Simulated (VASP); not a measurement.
A run of VASP 6.6.1 is set up as follows.

File INCAR:

```
SYSTEM = InP
  PREC = Accurate
  ENCUT = 600
  EDIFF = 1E-7
  ISMEAR = 0
  SIGMA = 0.02
  LREAL = .FALSE.
  LASPH = .TRUE.
  NELM = 120
  ALGO = Normal
  ISIF = 3
  LWAVE = .FALSE.
  LCHARG = .FALSE.
  IBRION = 2
  NSW = 40
  EDIFFG = -0.005
```

The input KPOINTS:

```
regular mesh
0
G
  10 10 10
  0 0 0
```

Contents of POSCAR:

```
InP
1.0
    0.0000000000      2.9450000000      2.9450000000
    2.9450000000      0.0000000000      2.9450000000
    2.9450000000      2.9450000000      0.0000000000
In P
1 1
Direct
    0.0000000000      0.0000000000      0.0000000000
    0.2500000000      0.2500000000      0.2500000000
```

Potentials or basis: VASP PAW LDA potentials, release 64 (In_d, P).

Command:

```console
$ cat potpaw_LDA.64/In_d/POTCAR potpaw_LDA.64/P/POTCAR > POTCAR
$ mpirun -np 1 vasp_std > vasp.out
```

(1) Estimate the space group after relaxing (to 0.05 Å).

(2) What does it give for the relaxed cell?

(3) Estimate the relaxed volume.

(4) What does it give for the band gap on the k mesh?

Results:

(1) F-43m (No. 216).

(2) a = 4.122 Å, b = 4.122 Å, c = 4.122 Å, α = 60.00°, β = 60.00°, γ = 60.00°.

(3) 24.75 Å³/atom.

(4) 0.60 eV, direct.

Caveat: spin-orbit coupling is left out, which moves the levels of the heavy elements.
